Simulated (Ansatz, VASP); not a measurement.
**Two plane-wave programs on Fe**

File INCAR:

```
SYSTEM = Fe
ALGO     = Normal         ! electronic algorithm
EDIFF    = 1E-6           ! SCF threshold, eV
ENCUT    = 520            ! plane-wave cutoff, eV
GGA      = PE             ! functional
ISIF     = 2              ! what is computed and relaxed
ISMEAR   = 0              ! smearing method
ISPIN    = 2              ! spin polarisation
LASPH    = .TRUE.         ! aspherical terms in the spheres
LCHARG   = .FALSE.        ! write CHGCAR
LMAXMIX  = 4              ! l up to which the mixer works
LORBIT   = 11             ! projections on sites
LREAL    = .FALSE.        ! projectors in reciprocal space
LWAVE    = .FALSE.        ! write WAVECAR
MAGMOM   = 2.44           ! initial moments
NBANDS   = 14             ! bands
NELM     = 150            ! most SCF steps
PREC     = Accurate       ! precision mode
SIGMA    = 0.15           ! smearing width, eV
```

Contents of KPOINTS:

```
k-points
0
G
  10 10 10
  0 0 0
```

Contents of POSCAR:

```
Fe
1.0
   -1.2600398249      1.4157750842      1.5148793401
    1.2600398249     -1.4157750842      1.5148793401
    1.2600398249      1.4157750842     -1.5148793401
Fe
1
Direct
    0.0000000000      0.0000000000      0.0000000000
```

Input for Ansatz:

```yaml
crystal:
  lattice:
    - [-1.2600398249, 1.4157750842, 1.5148793401]
    - [1.2600398249, -1.4157750842, 1.5148793401]
    - [1.2600398249, 1.4157750842, -1.5148793401]
  atoms:
    - { symbol: Fe, position: [0.0, 0.0, 0.0], spin: 2.44 }
basis:
  ecutwfc: 520.0
kpoints:
  mp_grid: { grid: [10, 10, 10] }
hamiltonian:
  xc: pbe
scf:
  occupations: { method: gaussian, width: 0.15 }
output:
  forces: true
  stress: true
  eigenvalues: true
  populations: true
magnetization:
  spin_polarized: true
```

Change from the starting cell: normal strain along x -0.1100, normal strain along z +0.0700.

Alike in both runs: task single point; functional PBE; k mesh 10 × 10 × 10; occupations gaussian, width 0.15 eV; collinear spin.

|  | VASP | Ansatz |
| --- | --- | --- |
| version | VASP 6.6.1 | Ansatz 0.2.0 |
| potentials or method | VASP PAW PBE potentials, release 64 (Fe) | scalar-relativistic, plane waves, PAW |
| plane-wave cutoff (eV) | 520 | 520 |
| valence electrons in the cell | 8 | 16 |

Ansatz gave:

| Property | Result |
| --- | --- |
| gap on the k mesh at the Fermi level (eV) | none |
| pressure (GPa) | 13.1 |
| largest component of the traceless stress (GPa) | 16.89 |
| net moment per atom (μB) | 2.10 |
| size of the moment on the site where the two differ most (μB) | 2.12 |

Estimate VASP's values.

gap on the k mesh at the Fermi level (eV): none; pressure (GPa): 13.1; largest component of the traceless stress (GPa): 16.87; net moment per atom (μB): 2.12; size of the moment on the site where the two differ most (μB): 2.11.

Site moments also hang on the region over which each program counts them. A gap of «none» marks a metal or a gap that the smearing closes. With one functional, cell and mesh, what is left measures potentials, basis and numerics. The two sets of potentials don't hold the same shells in valence.
